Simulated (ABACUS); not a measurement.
Runs of ABACUS 3.10.1 on MgO. The structure is cubic, space group Fm-3m (No. 225). Conventional cell: a = 4.194 Å, b = 4.194 Å, c = 4.194 Å, α = 90.00°, β = 90.00°, γ = 90.00°. Mg (site symmetry m-3m) is surrounded by 6 O at 2.10 Å. O (site symmetry m-3m) is surrounded by 6 Mg at 2.10 Å. The cell is a database's computed one.

```tsv
task	level	potentials or basis	cell	k mesh	cutoff (eV)	SCF threshold on the density	eigensolver	symmetry key	threshold of the eigensolver	path	gap on the mesh (eV)	pressure (GPa)	relaxed volume (Å³/atom)
single point	PBEsol	PseudoDojo NC SR 0.5 PBE stringent, plane waves	as given	9 × 9 × 9	1252	1e-08	dav	1	-	-	4.73	(a)	-
single point	rPW86PBE	PseudoDojo NC SR 0.5 PBE stringent, plane waves	as given	9 × 9 × 9	1252	1e-08	dav	1	-	-	(b)	(d)	-
relaxation of cell and atoms	PBEsol	PseudoDojo NC SR 0.5 PBE stringent, plane waves	relaxed	9 × 9 × 9	1252	1e-08	dav	1	-	-	4.56	0.0	(c)
single point	HCTH407	GBRV ultrasoft 1.5 PBE, plane waves	as given	9 × 9 × 9	544	1e-08	dav	1	-	-	5.37	10.0	-
relaxation of cell and atoms	r2SCAN	SG15 ONCV 1.2 PBE, DZP LCAO (the cutoffs set its grid)	relaxed	8 × 8 × 8	1361	1e-07	genelpa	1	-	-	-	0.0	9.38
single point	SCAN	SG15 ONCV 1.2 PBE, plane waves	as given	7 × 7 × 7	1320	1e-08	dav	1	-	-	5.66	1.0	-
relaxation of cell and atoms	PBE	PseudoDojo NC SR 0.4.1 PBE standard, DZP LCAO (the cutoffs set its grid)	relaxed	10 × 10 × 10	1361	1e-07	genelpa	1	-	-	-	0.0	9.67
```

Alike in all rows: no spin polarisation; smearing fermi-dirac 0.05 eV.

Q: Estimate the missing entries.

A: (a) 2.9; (b) 4.98; (c) 9.39; (d) 9.8.

Caveats: the potentials were made for another functional, which shifts forces and pressure (some runs); the atomic orbitals were generated for these runs and aren't a published set (some runs); the basis of atomic orbitals isn't converged, which shifts pressures, moduli and gaps (some runs).

